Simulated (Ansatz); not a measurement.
The system is CdF2.

```
Cd F
1.0
     0.00000    2.69400    2.69400
     2.69400    0.00000    2.69400
     2.69400    2.69400    0.00000
Cd F
1 2
Cartesian
  0.0000 0.0000 0.0000
  4.0410 4.0410 4.0410
  1.3470 1.3470 1.3470
```

Base run:

* Program: Ansatz 0.2.0
* Functional: HSE06
* Potentials or basis: Ansatz PAW
* Cutoff: 420 eV (not typed: the program's choice for these potentials)
* k mesh: 5 × 5 × 5
* Occupations: fermi-dirac, width 0.05 eV
* Spin: no spin polarisation

Its results: band gap on the k mesh 5.30 eV, indirect (least direct gap 5.79 eV); pressure 1.8 GPa.

**Question.** The run is repeated on the same cell with these changes: functional from HSE06 to LDA. What comes out?

**Answer.** Band gap on the k mesh 2.89 eV, indirect (least direct gap 3.29 eV); pressure -5.7 GPa.

HSE06 gives the wider gap, since exact exchange removes part of the self-interaction.

Caveats: the k mesh misses the band edges, so the gap on the mesh is wider than the one along the path; the PAW data sets come from PBE, with cores solved anew for the run's functional, which leaves a small shift of forces and pressure; the thresholds are loose for stress (some runs).
